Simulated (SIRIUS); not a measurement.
# MgTe under changes of volume

One of the cells (34.436 Å³/atom); the others are scaled copies at fixed shape and fractional positions:

```
CELL_PARAMETERS angstrom
0.00000 3.25340 3.25340
3.25340 0.00000 3.25340
3.25340 3.25340 0.00000
ATOMIC_POSITIONS crystal
Te 0.25000 0.25000 0.25000
Mg 0.00000 0.00000 0.00000
```

The cell comes from a database or a generator and needn't be the stable form of this composition.

- Program: SIRIUS 7.12.0
- Functional: PBE
- Potentials or basis: all-electron FP-LAPW
- Cutoff: 158 eV
- Basis: apw+lo standard
- k mesh: 7 × 7 × 7
- Occupations: fermi-dirac, width 0.05 eV
- Spin: no spin polarisation

```csv
volume (Å³/atom),energy over the lowest point (meV/atom),gap on the mesh (eV)
31.735,?,?
32.410,14.47,2.60
33.086,6.07,2.51
34.436,0.00,2.33
35.111,1.36,2.25
35.787,4.98,2.17
```

Problem. What does the run at 31.735 Å³/atom give?

Solution. Energy over the lowest point 26.42 meV/atom; gap on the mesh 2.70 eV.

Worked out: A Birch-Murnaghan fit of order 3 (a polynomial in V^(-2/3)) to the other rows has its minimum at 34.43 Å³/atom with B0 = V·E''(V) = 33 GPa and B' = 7.3. It gives 27.28 meV/atom at 31.735 Å³/atom, against the run's 26.42. A straight line through the other rows of the gap, of slope -4.36 eV per unit of ln V (its deformation potential), extrapolates to 2.69 eV, against the run's 2.70.

Energies are extrapolated to zero smearing.

Caveats: spin-orbit coupling is left out, which moves the levels of the heavy elements; an odd mesh through Γ misses points on the zone boundary, where band edges often lie (some runs).
